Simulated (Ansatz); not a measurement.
**In: energy and stress against strain**

The task, for In: see how energy and stress answer to the strain pattern (0, 0, 0, 0, 0, 1).

Program: Ansatz 0.2.0. Level of theory: DFT PBE, scalar-relativistic, plane waves, PAW. These are calculated values, not measurements.

### 1 Starting point

The structure is tetragonal, space group I4/mmm (No. 139). The conventional cell has a = 3.252 Å, b = 3.252 Å, c = 4.948 Å, α = 90.00°, β = 90.00°, γ = 90.00°. In (site symmetry 4/mmm) has 12 In at 3.25 to 3.38 Å in its first shell of neighbours.

Coordinates:

```
CELL_PARAMETERS angstrom
-1.62615 1.62615 2.47395
1.62615 -1.62615 2.47395
1.62615 1.62615 -2.47395
ATOMIC_POSITIONS crystal
In 0.00000 0.00000 0.00000
```

The cell is taken as given, not relaxed at this level.

### 2 The reference cell

The reference gives a free energy of -5597.8398 eV, pressure 2.04 GPa, largest force 0.000 eV/Å and gap on the mesh none (metal). It was computed beforehand with the settings of the runs below.

### 3 Next: energy and stress against strain

The cell is strained by ε times the Voigt pattern (0, 0, 0, 0, 0, 1) (xx, yy, zz, yz, xz, xy; engineering shear), with fractional coordinates fixed (clamped ions). The stress on the pattern is the sum of the stress components weighted by it, tension positive.

### 4 At ε = -0.0200

input.yaml reads:

```yaml
crystal:
  lattice:
    - [-1.6424115, 1.6424115, 2.47395]
    - [1.6424115, -1.6424115, 2.47395]
    - [1.6098885, 1.6098885, -2.47395]
  atoms:
    - { symbol: In, position: [0.0, 0.0, 0.0] }
basis:
  ecutwfc: 420
kpoints:
  mp_grid: { grid: [20, 20, 20] }
hamiltonian:
  xc: pbe
scf:
  occupations: { method: gaussian, width: 0.15 }
output:
  forces: true
  stress: true
  eigenvalues: true
```

Started as:

```console
ansatz run input.yaml --threads 1 --pin off --max-ram 2560MiB --backend cpu --events-out ev --progress --plain --runs-dir out
```

### 5 At ε = 0.0150

input.yaml, as its differences from that of step 4:

```diff
@@ -2,5 +2,5 @@
   lattice:
-    - [-1.6424115, 1.6424115, 2.47395]
-    - [1.6424115, -1.6424115, 2.47395]
-    - [1.6098885, 1.6098885, -2.47395]
+    - [-1.613953875, 1.613953875, 2.47395]
+    - [1.613953875, -1.613953875, 2.47395]
+    - [1.638346125, 1.638346125, -2.47395]
   atoms:
```

### 6 At ε = -0.0100

input.yaml, as its differences from that of step 5:

```diff
@@ -2,5 +2,5 @@
   lattice:
-    - [-1.613953875, 1.613953875, 2.47395]
-    - [1.613953875, -1.613953875, 2.47395]
-    - [1.638346125, 1.638346125, -2.47395]
+    - [-1.63428075, 1.63428075, 2.47395]
+    - [1.63428075, -1.63428075, 2.47395]
+    - [1.61801925, 1.61801925, -2.47395]
   atoms:
```

### 7 ε = 0.0050

input.yaml reads:

```yaml
crystal:
  lattice:
    - [-1.622084625, 1.622084625, 2.47395]
    - [1.622084625, -1.622084625, 2.47395]
    - [1.630215375, 1.630215375, -2.47395]
  atoms:
    - { symbol: In, position: [0.0, 0.0, 0.0] }
basis:
  ecutwfc: 420
kpoints:
  mp_grid: { grid: [20, 20, 20] }
hamiltonian:
  xc: pbe
scf:
  occupations: { method: gaussian, width: 0.15 }
output:
  forces: true
  stress: true
  eigenvalues: true
  write_density: true
  write_potential: true
  elf: true
  volumetric_format: npy
```

### 8 Point ε = 0.0175

input.yaml, as its differences from that of step 7:

```diff
@@ -2,5 +2,5 @@
   lattice:
-    - [-1.622084625, 1.622084625, 2.47395]
-    - [1.622084625, -1.622084625, 2.47395]
-    - [1.630215375, 1.630215375, -2.47395]
+    - [-1.6119211875, 1.6119211875, 2.47395]
+    - [1.6119211875, -1.6119211875, 2.47395]
+    - [1.6403788125, 1.6403788125, -2.47395]
   atoms:
```

### 9 ε = 0.0125

input.yaml reads:

```yaml
crystal:
  lattice:
    - [-1.6159865625, 1.6159865625, 2.47395]
    - [1.6159865625, -1.6159865625, 2.47395]
    - [1.6363134375, 1.6363134375, -2.47395]
  atoms:
    - { symbol: In, position: [0.0, 0.0, 0.0] }
basis:
  ecutwfc: 420
kpoints:
  mp_grid: { grid: [20, 20, 20] }
hamiltonian:
  xc: pbe
scf:
  occupations: { method: gaussian, width: 0.15 }
output:
  forces: true
  stress: true
  eigenvalues: true
```

### 10 ε = 0.0075

input.yaml, as its differences from that of step 9:

```diff
@@ -2,5 +2,5 @@
   lattice:
-    - [-1.6159865625, 1.6159865625, 2.47395]
-    - [1.6159865625, -1.6159865625, 2.47395]
-    - [1.6363134375, 1.6363134375, -2.47395]
+    - [-1.6200519375, 1.6200519375, 2.47395]
+    - [1.6200519375, -1.6200519375, 2.47395]
+    - [1.6322480625, 1.6322480625, -2.47395]
   atoms:
```

### 11 Point ε = 0.0025

input.yaml, as its differences from that of step 10:

```diff
@@ -2,5 +2,5 @@
   lattice:
-    - [-1.6200519375, 1.6200519375, 2.47395]
-    - [1.6200519375, -1.6200519375, 2.47395]
-    - [1.6322480625, 1.6322480625, -2.47395]
+    - [-1.6241173125, 1.6241173125, 2.47395]
+    - [1.6241173125, -1.6241173125, 2.47395]
+    - [1.6281826875, 1.6281826875, -2.47395]
   atoms:
```

(Steps that only read results are left out.)

Q: Predict the outcome of this session. Wanted: slope of the stress at ε = 0, from the points at -0.0100, 0 and 0.0025.

**Answer**, as computed:

```
                                                              quantity   value
slope of the stress at ε = 0, from the points at -0.0100, 0 and 0.0025  -1 GPa
```

In words: The slope of the stress at zero strain, -1 GPa, estimates C66 with clamped ions in this Cartesian frame; a negative value means that the cell is unstable against this strain. The reference stands under 2.0 GPa, so this is no zero-stress constant. No sampled point lies below the undisturbed cell.
